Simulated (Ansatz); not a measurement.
**MgTe: how the settings move a single-point run**

Question: which choices in the input matter for MgTe?

Method: reference: DFT, r2SCAN, plane waves, PAW, in Ansatz 0.2.0.

1 further run of the same task is left out (it didn't finish).

## 1. The system as given

It takes space group F-43m (No. 216, cubic). The conventional cell has a = 6.466 Å, b = 6.466 Å, c = 6.466 Å, α = 90.00°, β = 90.00°, γ = 90.00°. Mg (site symmetry -43m) has 4 Te at 2.80 Å as nearest neighbours. Te (site symmetry -43m) is surrounded by 4 Mg at 2.80 Å.

Structure file:

```cif
data_structure
_symmetry_space_group_name_H-M 'P 1'
_symmetry_Int_Tables_number 1
_cell_length_a 4.5723
_cell_length_b 4.5723
_cell_length_c 4.5723
_cell_angle_alpha 60.000
_cell_angle_beta 60.000
_cell_angle_gamma 60.000
_cell_volume 67.59
loop_
_atom_site_label
_atom_site_type_symbol
_atom_site_fract_x
_atom_site_fract_y
_atom_site_fract_z
_atom_site_occupancy
Mg1 Mg 0.00000 0.00000 0.00000 1
Te1 Te 0.75000 0.75000 0.75000 1
```

## 2. The reference run

Input file input.yaml:

```yaml
crystal:
  lattice:
    - [0.0, 3.2331198836, 3.2331198836]
    - [3.2331198836, 0.0, 3.2331198836]
    - [3.2331198836, 3.2331198836, 0.0]
  atoms:
    - { symbol: Mg, position: [0.0, 0.0, 0.0] }
    - { symbol: Te, position: [0.75, 0.75, 0.75] }
kpoints:
  mp_grid: { grid: [6, 6, 6] }
hamiltonian:
  xc: r2scan
scf:
  occupations: { method: fixed }
  n_extra_bands: 4
output:
  forces: true
  stress: true
  eigenvalues: true
  write_density: true
  write_potential: true
  elf: true
  volumetric_format: npy
```

Command:

```console
$ ansatz run input.yaml --threads 4 --pin off --max-ram 5529MiB --backend cpu --events-out ev --progress --plain --runs-dir out
```

## 3. Changed: ecutwfc 300

Edit input.yaml of step 2 so:

```diff
@@ -19,5 +19,3 @@
   eigenvalues: true
-  write_density: true
-  write_potential: true
-  elf: true
-  volumetric_format: npy
+basis:
+  ecutwfc: 300
```

## 4. Changing settings: occupations.method methfessel_paxton, occupations.width 0.05

Edit input.yaml of step 2 so:

```diff
@@ -13,3 +13,3 @@
 scf:
-  occupations: { method: fixed }
+  occupations: { method: methfessel_paxton, width: 0.05 }
   n_extra_bands: 4
@@ -19,5 +19 @@
   eigenvalues: true
-  write_density: true
-  write_potential: true
-  elf: true
-  volumetric_format: npy
```

## 5. Variant: occupations.method gaussian, occupations.width 0.5

Edit input.yaml of step 2 so:

```diff
@@ -13,3 +13,3 @@
 scf:
-  occupations: { method: fixed }
+  occupations: { method: gaussian, width: 0.5 }
   n_extra_bands: 4
@@ -19,5 +19 @@
   eigenvalues: true
-  write_density: true
-  write_potential: true
-  elf: true
-  volumetric_format: npy
```

## 6. Changing settings: xc mr2scan

Edit input.yaml of step 2 so:

```diff
@@ -11,3 +11,3 @@
 hamiltonian:
-  xc: r2scan
+  xc: mr2scan
 scf:
@@ -19,5 +19 @@
   eigenvalues: true
-  write_density: true
-  write_potential: true
-  elf: true
-  volumetric_format: npy
```

## 7. Variant: mp_grid.shift [0.5, 0.5, 0.5]

Edit input.yaml of step 2 so:

```diff
@@ -9,3 +9,3 @@
 kpoints:
-  mp_grid: { grid: [6, 6, 6] }
+  mp_grid: { grid: [6, 6, 6], shift: [0.5, 0.5, 0.5] }
 hamiltonian:
@@ -19,5 +19 @@
   eigenvalues: true
-  write_density: true
-  write_potential: true
-  elf: true
-  volumetric_format: npy
```

## 8. Changed: occupations.method gaussian, occupations.width 0.2

Edit input.yaml of step 2 so:

```diff
@@ -13,3 +13,3 @@
 scf:
-  occupations: { method: fixed }
+  occupations: { method: gaussian, width: 0.2 }
   n_extra_bands: 4
@@ -19,5 +19 @@
   eigenvalues: true
-  write_density: true
-  write_potential: true
-  elf: true
-  volumetric_format: npy
```

**Question.** What will these runs give? Wanted: for each run, ending; energy change; pressure; gap; force.

As calculated:

| run | ending | energy change | pressure (GPa) | gap (eV) | force (eV/Å) | cycles | time |
| --- | --- | --- | --- | --- | --- | --- | --- |
| reference | converged | 0 | 0.0 | 3.10 | 0.00 | 6 | 2.2 s |
| 1: ecutwfc 300 | converged | +48.9 meV/atom | 0.0 | 3.10 | 0.00 | 6 | 0.97 s |
| 2: occupations.method methfessel_paxton, occupations.width 0.05 | converged | 0.0 meV/atom (σ→0) | 0.0 | 3.10 | 0.00 | 6 | 1.8 s |
| 3: occupations.method gaussian, occupations.width 0.5 | converged | 0.0 meV/atom (σ→0) | 0.0 | 3.10 | 0.00 | 6 | 1.7 s |
| 4: xc mr2scan | converged | not comparable | 0.0 | 3.10 | 0.00 | 6 | 1.7 s |
| 5: mp_grid.shift [0.5, 0.5, 0.5] | converged | -0.6 meV/atom | 0.0 | 3.44 | 0.00 | 6 | 2.7 s |
| 6: occupations.method gaussian, occupations.width 0.2 | converged | 0.0 meV/atom (σ→0) | 0.0 | 3.10 | 0.00 | 6 | 1.7 s |

Times don't compare one to one where runs were asked for different outputs or read a saved state (see the inputs); cycles may leave out searches for a lower state.

Residual by cycle in the longest SCF loop of each run; runs are numbered as in the table. The quantity is the density residual dr2, in eV.

| cycle | reference | run 1 | run 2 | run 3 | run 4 | run 5 | run 6 |
| --- | --- | --- | --- | --- | --- | --- | --- |
| 1 | 0.00667 | 0.0063 | 0.00667 | 0.00665 | 0.00667 | 0.00664 | 0.00667 |
| 2 | 0.00188 | 0.00192 | 0.00188 | 0.0019 | 0.00188 | 0.00186 | 0.00188 |
| 3 | 1.2e-4 | 1.2e-4 | 1.2e-4 | 1.2e-4 | 1.2e-4 | 1.1e-4 | 1.2e-4 |
| 4 | 4.6e-6 | 4.7e-6 | 4.5e-6 | 4.7e-6 | 4.6e-6 | 4.4e-6 | 4.6e-6 |
| 5 | 2.7e-7 | 2.4e-7 | 2.7e-7 | 2.8e-7 | 2.7e-7 | 2.9e-7 | 2.7e-7 |
| 6 | 1.4e-8 | 2.2e-8 | 1.4e-8 | 1.6e-8 | 1.4e-8 | 1.4e-8 | 1.4e-8 |

Run 1 ran under the cutoff that the potentials recommend, as the log warns, so basis error is mixed into its values, and swamps them where the cutoff is far short. Of the variants the dearest is «mp_grid.shift [0.5, 0.5, 0.5]» (2.7 s), the cheapest «ecutwfc 300» (0.97 s), on a shared host. The gap of the reference lacks spin-orbit coupling, though the cell holds Te.
